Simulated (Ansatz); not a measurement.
**Relaxation of CoSi2**

Computed with Ansatz, DFT PBE, scalar-relativistic, plane waves, PAW. (420 eV cutoff, 10×10×8 k-mesh, Gaussian smearing of 0.10 eV, no spin polarisation)

What was changed: uniaxial strain along c, with a, b and atoms relaxed: -3.0 %.

Command:

```bash
ansatz run input.yaml --threads 1 --pin off --max-ram 2560MiB --backend cpu --events-out ev --progress --plain --runs-dir out
```

Input:

```yaml
crystal:
  lattice:
    - [2.7000386034, 2.7000386034, 0.0]
    - [-2.7000386034, 2.7000386034, 0.0]
    - [0.0, 0.0, 5.1990817772]
  atoms:
    - { symbol: Co, position: [0.0, 0.0, 0.0] }
    - { symbol: Co, position: [0.5, 0.5, 0.5] }
    - { symbol: Si, position: [0.0, 0.5, 0.75] }
    - { symbol: Si, position: [0.5, 0.0, 0.75] }
    - { symbol: Si, position: [0.5, 0.0, 0.25] }
    - { symbol: Si, position: [0.0, 0.5, 0.25] }
basis:
  ecutwfc: 420
kpoints:
  mp_grid: { grid: [10, 10, 8] }
hamiltonian:
  xc: pbe
scf:
  occupations: { method: gaussian, width: 0.1 }
output:
  forces: true
  stress: true
  eigenvalues: true
relax:
  adjacent_minimum: "off"
  f_tol: 0.008
  max_steps: 40
  cell: { stress_tol: 0.015, fix: [c, angles] }
```

F is the free energy. Steps run on the plane waves of an earlier cell, but the last one, and at times one on the way, on a freshly chosen basis, so a repeated geometry can differ a little in energy. The held parts of the cell keep their stress, so P needn't end at zero.

Steps:

```
step F − F(1) (eV) largest force component (eV/Å) V (Å³/atom) P (GPa)
   1         0.0000                           0.000       12.634     2.97
   2        -0.0022                           0.000       12.688     2.16
   3        -0.0026                           0.000       12.733     1.52
   4        -0.0029                           0.000       12.733     1.52
   5        -0.0029                           0.000       12.734     1.51
   6        -0.0029                           0.000       12.734     1.51
```

Relaxed structure:

```yaml
crystal:
  lattice:
    - [2.71069, 2.71069, 0.00000]
    - [-2.71069, 2.71069, 0.00000]
    - [0.00000, 0.00000, 5.19908]
  atoms:
    - { symbol: Co, position: [0.00000, 0.00000, 0.00000] }
    - { symbol: Co, position: [0.50000, 0.50000, 0.50000] }
    - { symbol: Si, position: [0.00000, 0.50000, 0.75000] }
    - { symbol: Si, position: [0.50000, 0.00000, 0.75000] }
    - { symbol: Si, position: [0.50000, 0.00000, 0.25000] }
    - { symbol: Si, position: [0.00000, 0.50000, 0.25000] }
```

The structure is tetragonal, space group I4/mmm (No. 139). Conventional cell: a = 3.833 Å, b = 3.833 Å, c = 5.199 Å, α = 90.00°, β = 90.00°, γ = 90.00°. Co (site symmetry 4/mmm) has 8 Si at 2.32 Å as nearest neighbours. Si (site symmetry -4m2) is surrounded by 4 Co at 2.32 Å and 2 Si at 2.60 Å.

The run converged. The run took 3.3 min on 1 thread of Intel(R) Xeon(R) Processor @ 2.50GHz (Skylake/Cascade Lake) (shared host), peak memory 0.51 GiB.